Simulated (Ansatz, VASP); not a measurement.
# Two plane-wave programs on Si

```xyz
4
Lattice="3.8675 0.0000 0.0000 -1.9338 3.3494 0.0000 0.0000 0.0000 19.4373" Properties=species:S:1:pos:R:3 pbc="T T T"
Si    0.0000    2.2329    4.0000
Si    0.0000    0.0000    4.7895
Si    0.0000    0.0000    7.2864
Si    1.9338    1.1165    7.9373
```

Alike in both runs: task single point; functional PBE; k mesh 9 × 9 × 1; occupations gaussian, width 0.05 eV; no spin polarisation.

```csv
,VASP,Ansatz
version,VASP 6.6.1,Ansatz 0.2.0
potentials or method,"VASP PAW PBE potentials, release 64 (Si)","scalar-relativistic, plane waves, PAW"
plane-wave cutoff (eV),520,420
valence electrons in the cell,16,16
```

|  | VASP | Ansatz | Ansatz less VASP |
| --- | --- | --- | --- |
| gap on the k mesh at the Fermi level (eV) | 0.04 | 0.04 | 0.000 |
| least direct gap on the mesh (eV) | 0.04 | 0.04 | 0.000 |
| rms of the force components (eV/Å) | 0.254 | 0.252 | -0.0021 |

Atom by atom the forces differ by 0.003 eV/Å (rms over components).
